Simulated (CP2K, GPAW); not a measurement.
One calculation of Nb, 3 ways

```
Nb
1.0
     2.88205    0.00000    0.00000
    -0.96068    2.71722    0.00000
    -0.96068   -1.35861    2.35318
Nb
1
Direct
  0.00000 0.00000 0.00000
```

Alike in all runs: task band structure; functional LDA; k mesh 11 × 11 × 11; occupations fermi-dirac, width 0.05 eV; no spin polarisation; no spin-orbit coupling. LDA stands for any of its common fits. Pressure is positive in compression and, in plane waves, holds the error of the finite cutoff.

| program and potentials | plane-wave cutoff (eV) | notes | pressure (GPa) |
| --- | --- | --- | --- |
| CP2K, GTH_POTENTIALS Nb GTH-PADE-q13; TZVP-MOLOPT-PBE-GTH basis | - | atomic basis | -11.54 |
| CP2K, POTENTIAL_UZH Nb GTH-PBE-q13; TZVP-MOLOPT-PBE-GTH basis | - | atomic basis; potentials made for PBE | -9.55 |
| GPAW, PAW data sets generated for this functional | 600 | - | -12.43 |

The pressure spans -12.43 (GPAW, PAW data sets generated for this functional) to -9.55 GPa (CP2K, POTENTIAL_UZH Nb GTH-PBE-q13; TZVP-MOLOPT-PBE-GTH basis). The cell lies far from this level's equilibrium. Rows in atomic bases carry the error of their basis and grid, which can be large.

The functional is the same throughout but for its coding, so the spread measures potentials, basis and numerics; runs on potential files found faulty are left out.
